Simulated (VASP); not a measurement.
# NaCl: convergence, self-consistent run

NaCl, Fm-3m (no. 225), 2 atoms in the cell. RPBE; PAW potentials Cl, Na_pv (PBE set). VASP 6.6.1.

Wanted: energy within 0.2 meV/atom; levels at the zone centre within 0.003 eV.

What the run is for: comparing ways to start; Accuracy asked: tight.

Levels at the zone centre: counted from the valence top at that point.

POSCAR:
```
NaCl
1.0
    0.0000000000      2.7940632177      2.7940632177
    2.7940632177      0.0000000000      2.7940632177
    2.7940632177      2.7940632177      0.0000000000
Cl Na
1 1
Direct
    0.5000000000      0.5000000000      0.5000000000
    0.0000000000      0.0000000000      0.0000000000
```

## How the run starts (with a second run first, the time holds both)

| How the run starts (with a second run first, the time holds both) | Energy less reference (meV/atom) | Levels at the zone centre, largest deviation (eV) | Time (s) |
|---|---|---|---|
| from scratch: 13 SCF iterations | 0.00 | 0.0000 | 7.1 |
| density of a coarse mesh (ICHARG 1): 13 + 8 SCF iterations | 0.00 | 0.0003 | 9.3 |
| orbitals of a lower cutoff (ISTART 1): 13 + 6 SCF iterations | 0.00 | 0.0000 | 9.2 |
| orbitals of a loose run: 9 + 5 SCF iterations | 0.00 | 0.0001 | 6.6 |

## Question

For each series: keep the first row unless others stay within half of the tolerance and take at least 30 % less time, and then take the fastest.

## Answer

- How the run starts (with a second run first, the time holds both): from scratch: 13 SCF iterations

The chosen settings are those of the reference run.

Values of the reference run: Levels at the zone centre: 0, 0, 5.538 eV from the valence top at Gamma.

## The input

INCAR:
```
GGA = RP
ISMEAR = 0
SIGMA = 0.03
LWAVE = False
LCHARG = False
ISIF = 2
PREC = Accurate
LASPH = True
LREAL = False
ALGO = Normal
EDIFF = 1E-6
NELM = 120
GGA_COMPAT = False
ENCUT = 400
EFERMI = MIDGAP
```

KPOINTS:
```
k-points
0
Gamma
  7 7 7
```

Commands:
```
cat potpaw_PBE.64/Cl/POTCAR potpaw_PBE.64/Na_pv/POTCAR > POTCAR
mpirun -np 1 vasp_std > vasp.out
```

The chosen input took VASP 6.6.1 7.1 s on 1 core (AMD EPYC 7R43 (Zen 3)), a shared host.

## An input that fails: restart asked without its files

VASP's message: ERROR: charge density could not be read from file CHGCAR for ICHARG>10.

Changes against the starting input:
```
- NELM = 120
+ NELM = 60
+ ICHARG = 11
```
